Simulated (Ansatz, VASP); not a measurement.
**Two plane-wave programs on BaTe**

```
CELL_PARAMETERS angstrom
0.00000 3.08263 3.08263
3.08263 0.00000 3.08263
3.08263 3.08263 0.00000
ATOMIC_POSITIONS crystal
Ba 0.00000 0.00000 0.00000
Te 0.50000 0.50000 0.50000
```

Alike in both runs: functional r2SCAN; k mesh 8 × 8 × 8; occupations gaussian, width 0.02 eV; no spin polarisation.

Ansatz relaxed the structure, and its values are those at the end. VASP's run is a single point on that final structure, the one shown.

|  | VASP | Ansatz |
| --- | --- | --- |
| version | VASP 6.6.1 | Ansatz 0.2.0 |
| potentials or method | VASP PAW PBE potentials, release 64 (Ba_sv, Te) | scalar-relativistic, plane waves, PAW |
| plane-wave cutoff (eV) | 520 | 500 |
| valence electrons in the cell | 16 | 26 |

VASP gave:

| Quantity | Value |
| --- | --- |
| gap on the k mesh at the Fermi level (eV) | 0.57 |
| least direct gap on the mesh (eV) | 0.77 |

Problem. What did Ansatz give for the same quantities?

Solution. gap on the k mesh at the Fermi level (eV): 0.78; least direct gap on the mesh (eV): 0.89.

The two sets of potentials don't hold the same shells in valence.

Caveats: spin-orbit coupling is left out, which moves the levels of the heavy elements. r2SCAN opens gaps a little over a GGA but as a rule still falls short of measured ones. A k mesh can miss the band edges.
